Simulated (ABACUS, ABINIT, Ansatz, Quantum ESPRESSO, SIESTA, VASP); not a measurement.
Na2S: programs and potentials compared

```
S Na
1.0
     0.00000    3.27350    3.27350
     3.27350    0.00000    3.27350
     3.27350    3.27350    0.00000
S Na
1 2
Direct
  0.00245 0.99582 0.99954
  0.74286 0.74676 0.75882
  0.26369 0.24206 0.24239
```

Atoms were shifted at random by some hundredths of an Å from the given cell, which wasn't relaxed again for these runs.

Alike in all runs: task single point; functional PBE; k mesh 7 × 7 × 7; occupations fermi-dirac, width 0.05 eV; no spin polarisation; no spin-orbit coupling. Pressure is positive in compression and, in plane waves, holds the error of the finite cutoff.

| program and potentials | plane-wave cutoff (eV) | notes | pressure (GPa) | largest force (eV/Å) | energy over the undisturbed cell (meV/atom) |
| --- | --- | --- | --- | --- | --- |
| ABINIT, JTH PAW PBE v2.0 | 1088 | 8 valence electrons an atom on average | 0.51 | 0.135 | 1.77 |
| VASP, PBE PAW files Na_pv, S, 520 eV | 520 | 6.67 valence electrons an atom on average | 0.33 | 0.135 | - |
| SIESTA, files PseudoDojo sr-pbe-0.4.1-standard, DZP (energy shift 0.003 Ry; two zetas on semicore shells) | - | atomic basis; 8 valence electrons an atom on average | 0.78 | 0.147 | 2.25 |
| Quantum ESPRESSO, SSSP 1.3 efficiency PBE | 748 | 8 valence electrons an atom on average | 0.42 | 0.135 | 1.95 |
| Ansatz, all-electron LAPW, scalar-relativistic | - | - | 0.32 | 0.134 | - |
| ABACUS, PseudoDojo NC SR 0.4.1 PBE standard, plane waves | 1211 | 8 valence electrons an atom on average | ? | ? | ? |

Q: Estimate from the other rows what the run with ABACUS, PseudoDojo NC SR 0.4.1 PBE standard, plane waves gave.

A: Pressure 0.33 GPa; largest force 0.135 eV/Å; energy over the undisturbed cell 1.86 meV/atom. The other rows, which needn't bracket it: pressure 0.32 to 0.78; largest force 0.134 to 0.147; energy over the undisturbed cell 1.77 to 2.25.
